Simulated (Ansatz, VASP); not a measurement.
MgS (Niningerite): VASP beside Ansatz

```
CELL_PARAMETERS angstrom
0.00000 2.60165 2.60165
2.60165 0.00000 2.60165
2.60165 2.60165 0.00000
ATOMIC_POSITIONS crystal
S 0.50000 0.50000 0.50000
Mg 0.00000 0.00000 0.00000
```

Alike in both runs: task relaxation of cell and atoms; functional PBEsol; dispersion D4; k mesh 9 × 9 × 9; occupations fermi-dirac, width 0.05 eV; no spin polarisation.

|  | VASP | Ansatz |
| --- | --- | --- |
| version | VASP 6.6.1 | Ansatz 0.2.0 |
| potentials or method | VASP PAW PBE potentials, release 64 (S, Mg) | Ansatz PAW |
| plane-wave cutoff (eV) | 600 | 420 |
| valence electrons in the cell | 8 | 16 |

Ansatz gave:

```
gap on the k mesh at the Fermi level, each at its own relaxed structure (eV) : 2.90
relaxed volume (Å³/atom)                                                     : 17.07
relaxed cell length with the largest relative difference (Å)                 : 3.641
energy change over the relaxation (meV/atom)                                 : -4
```

Q: Estimate VASP's values.

A: gap on the k mesh at the Fermi level, each at its own relaxed structure (eV): 2.90; relaxed volume (Å³/atom): 17.04; relaxed cell length with the largest relative difference (Å): 3.639; energy change over the relaxation (meV/atom): -5.

The two sets of potentials don't hold the same shells in valence.

Caveats: the PAW data sets were made with another functional, which shifts forces and pressure a little (VASP); an odd mesh through Γ misses points on the zone boundary, where band edges often lie (VASP); odd divisions of the mesh miss points on the zone boundary, where band edges often lie, so the gap on the mesh can be too wide (Ansatz); the plane-wave basis is chosen anew once the cell has moved, so the energies of steps on either side of that aren't comparable (Ansatz); the PAW data sets come from PBE, with cores solved anew for the run's functional, which leaves a small shift of forces and pressure (Ansatz). As with any semilocal functional, this PBEsol gap is likely too small.
